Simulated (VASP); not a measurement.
# Te: convergence with the plane-wave cutoff and smearing, part 3 of 4

Aim: find what the plane-wave cutoff and smearing change for Te, and what they cost. The series runs use r2SCAN. The start is a computed cell from the Materials Project.

VASP 6.6.1; r2SCAN; plane waves and PAW (Te).

Still holding for the runs below: The k-mesh is coarse for a metal.

So far. Step 14 (Smearing: ISMEAR = -1, SIGMA = 0.2): Against the run before the energy at zero width moves by +4.66 meV an atom and the pressure by +0.13 GPa, after 12 cycles in 44 s. The entropy term T·S comes to 61.42 meV an atom in size.

### 15. Smearing: ISMEAR = -1, SIGMA = 0.5

Input file INCAR:

```
SYSTEM = Te
PREC = Accurate
ENCUT = 400
EDIFF = 1E-06
NELM = 100
ISMEAR = -1
SIGMA = 0.5
LREAL = .FALSE.
ALGO = Normal
METAGGA = R2SCAN
LASPH = .TRUE.
NBANDS = 15
LORBIT = 11
LWAVE = .FALSE.
LCHARG = .FALSE.
KPAR = 4
ISIF = 2
```

Input file POSCAR:

```
Te
1.0
    3.8202894285     -2.1482026000      0.0000000000
    3.8202894285      2.1482026000      0.0000000000
   -0.0942908673      0.0000000000      5.9760906531
Te
3
Direct
    0.6905533900      0.6905533900      0.6611905100
    0.3094466100      0.3094466100      0.3388094900
    0.0000000000      0.0000000000      0.0000000000
```

Input file KPOINTS:

```
Automatic mesh
0
Gamma
6 6 4
0 0 0
```

Potentials, in the order of the species: Te (PBE family, release 64).

Command:

```sh
> mpirun -np 4 vasp_std
```

The program printed:

```text
[... set-up lines as in an earlier step ...]
 entering main loop
       N       E                     dE             d eps       ncg     rms          rms(c)
DAV:   1    -0.906716285339E+01   -0.90672E+01   -0.57303E+03  1410   0.784E+02
DAV:   2    -0.762163662753E+02   -0.67149E+02   -0.63947E+02  1887   0.134E+02
DAV:   3    -0.797381557697E+02   -0.35218E+01   -0.34925E+01  1669   0.332E+01
DAV:   4    -0.797828748095E+02   -0.44719E-01   -0.44695E-01  1900   0.470E+00
[...]
DAV:  11    -0.766436430623E+02   -0.24478E-04   -0.32253E-05  1648   0.434E-02    0.327E-02
DAV:  12    -0.766436444471E+02   -0.13848E-05   -0.40122E-06  1760   0.134E-02    0.616E-03
DAV:  13    -0.766436436941E+02    0.75299E-06   -0.49203E-07   908   0.547E-03
   1 F= -.76643644E+02 E0= -.75933737E+02  d E =-.141981E+01
```

It took 55 s on 4 MPI ranks of AMD EPYC 7R43, shared host; peak memory 0.71 GiB.

From OUTCAR (step 15):

```text
  Total        0.7050527      0.9839361      0.7149777      0.0000000      0.0000000     -0.0030753
  in kB       11.5163133     16.0715880     11.6784290      0.0000000      0.0000000     -0.0502317
  external PRESSURE =      13.0887768 kB  Pullay stress =       0.0000000 kB

 POSITION                                       TOTAL-FORCE (eV/Angst)
 -----------------------------------------------------------------------------------
      5.21388      0.00000      3.95133        -0.274187      0.000000      0.184718
      2.33240      0.00000      2.02476         0.274187      0.000000     -0.184718
      0.00000      0.00000      0.00000         0.000000      0.000000      0.000000
 -----------------------------------------------------------------------------------
    total drift:                                0.000000     -0.000000     -0.000000

  FREE ENERGIE OF THE ION-ELECTRON SYSTEM (eV)
  ---------------------------------------------------
  free  energy   TOTEN  =       -76.6436436941 eV

  energy  without entropy=      -75.2238294183  energy(sigma->0) =      -75.93373656

[... 2 parts as in an earlier step ...]

[... 1 further part left out ...]
[key lines of the parts left out:]
E-fermi :   6.3288
```

Against the run before the energy at zero width moves by +18.65 meV an atom and the pressure by +1.14 GPa, after 13 cycles in 55 s. The entropy term T·S comes to 473.27 meV an atom in size.

### 16. Smearing: ISMEAR = 2, SIGMA = 0.01

INCAR: that of step 15 with these lines changed.

```diff
@@ -5,4 +5,4 @@
 NELM = 100
-ISMEAR = -1
-SIGMA = 0.5
+ISMEAR = 2
+SIGMA = 0.01
 LREAL = .FALSE.
```

POSCAR is that of step 15.

KPOINTS is that of step 15.

Command:

```sh
> mpirun -np 4 vasp_std
```

The program printed:

```text
[... set-up lines as in an earlier step ...]
 entering main loop
       N       E                     dE             d eps       ncg     rms          rms(c)
DAV:   1    -0.859812873789E+01   -0.85981E+01   -0.57303E+03  1410   0.784E+02
DAV:   2    -0.755851529713E+02   -0.66987E+02   -0.63868E+02  1887   0.134E+02
DAV:   3    -0.790867392581E+02   -0.35016E+01   -0.34827E+01  1669   0.331E+01
DAV:   4    -0.791309814885E+02   -0.44242E-01   -0.44234E-01  1900   0.471E+00
[...]
DAV:  11    -0.760064229540E+02   -0.35795E-04   -0.54407E-05  1592   0.534E-02    0.443E-02
DAV:  12    -0.760064251224E+02   -0.21684E-05   -0.62971E-06  1837   0.173E-02    0.957E-03
DAV:  13    -0.760064244792E+02    0.64318E-06   -0.99190E-07   957   0.757E-03
   1 F= -.76006424E+02 E0= -.76006431E+02  d E =0.264283E-04
```

The job ended after 56 s (4 MPI ranks; peak memory 0.65 GiB).

From OUTCAR (step 16):

```text
  Total       -0.0495255      0.2230807     -0.1106721      0.0000000      0.0000000     -0.1806255
  in kB       -0.8089481      3.6437946     -1.8077151      0.0000000      0.0000000     -2.9503321
  external PRESSURE =       0.3423771 kB  Pullay stress =       0.0000000 kB

 POSITION                                       TOTAL-FORCE (eV/Angst)
 -----------------------------------------------------------------------------------
      5.21388      0.00000      3.95133         0.047455      0.000000     -0.062183
      2.33240      0.00000      2.02476        -0.047455      0.000000      0.062183
      0.00000      0.00000      0.00000        -0.000000      0.000000      0.000000
 -----------------------------------------------------------------------------------
    total drift:                                0.000000     -0.000000     -0.000000

  FREE ENERGIE OF THE ION-ELECTRON SYSTEM (eV)
  ---------------------------------------------------
  free  energy   TOTEN  =       -76.0064244792 eV

  energy  without entropy=      -76.0064509075  energy(sigma->0) =      -76.00643109

[... 2 parts as in an earlier step ...]

[... 1 further part left out ...]
[key lines of the parts left out:]
E-fermi :   6.3641
```

Against the first of the series the energy at zero width moves by +0.01 meV an atom and the pressure by +0.01 GPa, after 13 cycles in 56 s. The entropy term T·S comes to 0.01 meV an atom in size.

### 17. Smearing: ISMEAR = 2, SIGMA = 0.05

INCAR: that of step 16 with these lines changed.

```diff
@@ -6,3 +6,3 @@
 ISMEAR = 2
-SIGMA = 0.01
+SIGMA = 0.05
 LREAL = .FALSE.
```

POSCAR is that of step 16.

KPOINTS is that of step 16.

Command:

```sh
> mpirun -np 4 vasp_std
```

The program printed:

```text
[... set-up lines as in an earlier step ...]
 entering main loop
       N       E                     dE             d eps       ncg     rms          rms(c)
DAV:   1    -0.859835734607E+01   -0.85984E+01   -0.57303E+03  1410   0.784E+02
DAV:   2    -0.755853001545E+02   -0.66987E+02   -0.63872E+02  1887   0.134E+02
DAV:   3    -0.790867442799E+02   -0.35014E+01   -0.34828E+01  1669   0.331E+01
DAV:   4    -0.791309015362E+02   -0.44157E-01   -0.44234E-01  1900   0.471E+00
[...]
DAV:  11    -0.760064697541E+02   -0.28419E-04   -0.43598E-05  1634   0.488E-02    0.377E-02
DAV:  12    -0.760064709043E+02   -0.11502E-05   -0.57373E-06  1739   0.165E-02    0.829E-03
DAV:  13    -0.760064700949E+02    0.80939E-06   -0.66851E-07   957   0.629E-03
   1 F= -.76006470E+02 E0= -.76006445E+02  d E =-.102194E-03
```

It took 53 s on 4 MPI ranks; peak memory 0.67 GiB.

Parts of OUTCAR (step 17):

```text
  Total       -0.0577686      0.2326303     -0.1314874      0.0000000      0.0000000     -0.1767411
  in kB       -0.9435909      3.7997781     -2.1477122      0.0000000      0.0000000     -2.8868855
  external PRESSURE =       0.2361583 kB  Pullay stress =       0.0000000 kB

 POSITION                                       TOTAL-FORCE (eV/Angst)
 -----------------------------------------------------------------------------------
      5.21388      0.00000      3.95133         0.044419      0.000000     -0.045852
      2.33240      0.00000      2.02476        -0.044419      0.000000      0.045852
      0.00000      0.00000      0.00000        -0.000000     -0.000000      0.000000
 -----------------------------------------------------------------------------------
    total drift:                                0.000000     -0.000000     -0.000000

  FREE ENERGIE OF THE ION-ELECTRON SYSTEM (eV)
  ---------------------------------------------------
  free  energy   TOTEN  =       -76.0064700949 eV

  energy  without entropy=      -76.0063679006  energy(sigma->0) =      -76.00644455

[... 2 parts as in an earlier step ...]

[... 1 further part left out ...]
[key lines of the parts left out:]
E-fermi :   6.3763
```

Against the run before the energy at zero width stays within 0.01 meV an atom; the pressure moves by -0.01 GPa, after 13 cycles in 53 s. The entropy term T·S comes to 0.03 meV an atom in size.

### 18. Smearing: ISMEAR = 2, SIGMA = 0.1

INCAR: that of step 17 with these lines changed.

```diff
@@ -6,3 +6,3 @@
 ISMEAR = 2
-SIGMA = 0.05
+SIGMA = 0.1
 LREAL = .FALSE.
```

POSCAR is that of step 17.

KPOINTS is that of step 17.

Command:

```sh
> mpirun -np 4 vasp_std
```

The program printed:

```text
[... set-up lines as in an earlier step ...]
 entering main loop
       N       E                     dE             d eps       ncg     rms          rms(c)
DAV:   1    -0.859844539503E+01   -0.85984E+01   -0.57303E+03  1410   0.784E+02
DAV:   2    -0.755855176763E+02   -0.66987E+02   -0.63879E+02  1887   0.134E+02
DAV:   3    -0.790864777765E+02   -0.35010E+01   -0.34829E+01  1669   0.331E+01
DAV:   4    -0.791308106151E+02   -0.44333E-01   -0.44234E-01  1900   0.471E+00
[...]
DAV:  10    -0.760065634519E+02   -0.10542E-03   -0.12574E-04  1718   0.791E-02    0.408E-02
DAV:  11    -0.760065857189E+02   -0.22267E-04   -0.34873E-05  1641   0.436E-02    0.310E-02
DAV:  12    -0.760065862215E+02   -0.50266E-06   -0.42821E-06  1767   0.142E-02
   1 F= -.76006586E+02 E0= -.76006498E+02  d E =-.350936E-03
```

Wall time 45 s (4 MPI ranks); peak memory 0.68 GiB.

From OUTCAR (step 18):

```text
  Total       -0.0637512      0.2336430     -0.1287140      0.0000000      0.0000000     -0.1702377
  in kB       -1.0413111      3.8163186     -2.1024120      0.0000000      0.0000000     -2.7806592
  external PRESSURE =       0.2241985 kB  Pullay stress =       0.0000000 kB

 POSITION                                       TOTAL-FORCE (eV/Angst)
 -----------------------------------------------------------------------------------
      5.21388      0.00000      3.95133         0.044405      0.000000     -0.038632
      2.33240      0.00000      2.02476        -0.044405      0.000000      0.038632
      0.00000      0.00000      0.00000         0.000000      0.000000      0.000000
 -----------------------------------------------------------------------------------
    total drift:                                0.000000     -0.000000     -0.000000

  FREE ENERGIE OF THE ION-ELECTRON SYSTEM (eV)
  ---------------------------------------------------
  free  energy   TOTEN  =       -76.0065862215 eV

  energy  without entropy=      -76.0062352857  energy(sigma->0) =      -76.00649849

[... 2 parts as in an earlier step ...]

[... 1 further part left out ...]
[key lines of the parts left out:]
E-fermi :   6.3893
```

Against the run before the energy at zero width moves by -0.02 meV an atom while the pressure stays within 0.01 GPa, after 12 cycles in 45 s. The entropy term T·S comes to 0.12 meV an atom in size.

### 19. Smearing: ISMEAR = 2, SIGMA = 0.2

INCAR: that of step 18 with these lines changed.

```diff
@@ -6,3 +6,3 @@
 ISMEAR = 2
-SIGMA = 0.1
+SIGMA = 0.2
 LREAL = .FALSE.
```

POSCAR is that of step 18.

KPOINTS is that of step 18.

Command:

```sh
> mpirun -np 4 vasp_std
```

The program printed:

```text
[... set-up lines as in an earlier step ...]
 entering main loop
       N       E                     dE             d eps       ncg     rms          rms(c)
DAV:   1    -0.859809518239E+01   -0.85981E+01   -0.57303E+03  1410   0.784E+02
DAV:   2    -0.755847297978E+02   -0.66987E+02   -0.63915E+02  1887   0.134E+02
DAV:   3    -0.790851907869E+02   -0.35005E+01   -0.34827E+01  1669   0.331E+01
DAV:   4    -0.791294192520E+02   -0.44228E-01   -0.44218E-01  1900   0.471E+00
[...]
DAV:  10    -0.760062307664E+02   -0.10779E-03   -0.12882E-04  1704   0.804E-02    0.371E-02
DAV:  11    -0.760062506294E+02   -0.19863E-04   -0.31529E-05  1669   0.415E-02    0.282E-02
DAV:  12    -0.760062510740E+02   -0.44463E-06   -0.39296E-06  1739   0.136E-02
   1 F= -.76006251E+02 E0= -.76006552E+02  d E =0.120300E-02
```

Wall time 46 s (4 MPI ranks); peak memory 0.69 GiB.

From OUTCAR (step 19):

```text
  Total       -0.0504487      0.2383681     -0.1757377      0.0000000      0.0000000     -0.1621623
  in kB       -0.8240274      3.8934985     -2.8704953      0.0000000      0.0000000     -2.6487558
  external PRESSURE =       0.0663253 kB  Pullay stress =       0.0000000 kB

 POSITION                                       TOTAL-FORCE (eV/Angst)
 -----------------------------------------------------------------------------------
      5.21388      0.00000      3.95133         0.030719      0.000000     -0.030954
      2.33240      0.00000      2.02476        -0.030719      0.000000      0.030954
      0.00000      0.00000      0.00000         0.000000      0.000000      0.000000
 -----------------------------------------------------------------------------------
    total drift:                                0.000000     -0.000000     -0.000000

  FREE ENERGIE OF THE ION-ELECTRON SYSTEM (eV)
  ---------------------------------------------------
  free  energy   TOTEN  =       -76.0062510740 eV

  energy  without entropy=      -76.0074540761  energy(sigma->0) =      -76.00655182

[... 2 parts as in an earlier step ...]

[... 1 further part left out ...]
[key lines of the parts left out:]
E-fermi :   6.4199
```

Against the run before the energy at zero width moves by -0.02 meV an atom and the pressure by -0.02 GPa, after 12 cycles in 46 s. The entropy term T·S comes to 0.40 meV an atom in size.

### 20. Smearing: ISMEAR = 2, SIGMA = 0.5

INCAR: that of step 19 with these lines changed.

```diff
@@ -6,3 +6,3 @@
 ISMEAR = 2
-SIGMA = 0.2
+SIGMA = 0.5
 LREAL = .FALSE.
```

POSCAR is that of step 19.

KPOINTS is that of step 19.

Command:

```sh
> mpirun -np 4 vasp_std
```

The program printed:

```text
[... set-up lines as in an earlier step ...]
 entering main loop
       N       E                     dE             d eps       ncg     rms          rms(c)
DAV:   1    -0.859751184816E+01   -0.85975E+01   -0.57303E+03  1410   0.784E+02
DAV:   2    -0.755768080125E+02   -0.66979E+02   -0.63897E+02  1887   0.134E+02
DAV:   3    -0.790752021640E+02   -0.34984E+01   -0.34777E+01  1669   0.331E+01
DAV:   4    -0.791193026707E+02   -0.44101E-01   -0.44091E-01  1900   0.470E+00
[...]
DAV:  10    -0.759975073659E+02   -0.10828E-03   -0.13198E-04  1690   0.812E-02    0.351E-02
DAV:  11    -0.759975259476E+02   -0.18582E-04   -0.29320E-05  1676   0.399E-02    0.263E-02
DAV:  12    -0.759975262906E+02   -0.34303E-06   -0.36239E-06  1739   0.131E-02
   1 F= -.75997526E+02 E0= -.76004813E+02  d E =0.291471E-01
```

The job ended after 46 s (4 MPI ranks; peak memory 0.66 GiB).

OUTCAR, selected parts (step 20):

```text
  Total       -0.0262654      0.1904560     -0.2059847      0.0000000      0.0000000     -0.2236488
  in kB       -0.4290187      3.1109041     -3.3645490      0.0000000      0.0000000     -3.6530747
  external PRESSURE =      -0.2275545 kB  Pullay stress =       0.0000000 kB

 POSITION                                       TOTAL-FORCE (eV/Angst)
 -----------------------------------------------------------------------------------
      5.21388      0.00000      3.95133         0.035026      0.000000     -0.001385
      2.33240      0.00000      2.02476        -0.035026      0.000000      0.001385
      0.00000      0.00000      0.00000        -0.000000      0.000000      0.000000
 -----------------------------------------------------------------------------------
    total drift:                                0.000000     -0.000000     -0.000000

  FREE ENERGIE OF THE ION-ELECTRON SYSTEM (eV)
  ---------------------------------------------------
  free  energy   TOTEN  =       -75.9975262906 eV

  energy  without entropy=      -76.0266733952  energy(sigma->0) =      -76.00481307

[... 2 parts as in an earlier step ...]

[... 1 further part left out ...]
[key lines of the parts left out:]
E-fermi :   6.3688
```

Against the run before the energy at zero width moves by +0.58 meV an atom and the pressure by -0.03 GPa, after 12 cycles in 46 s. The entropy term T·S comes to 9.72 meV an atom in size.

[end of part 3 of 4]

[Lines on the potential files, build, host, timing and source positions are cut from VASP's logs without a mark.]

[Logs are printed without paths, hosts, clocks, repeated set-up lines and the standing remarks that a program may print on its own settings, such as how far it seeks lower states.]

[Hosts, paths, dates, database ids (printed as entryN), source tags and the programs' standing remarks are cut or masked in the printed files.]

[A measured line is paired with the nearest computed mode of its activity, which favours agreement.]
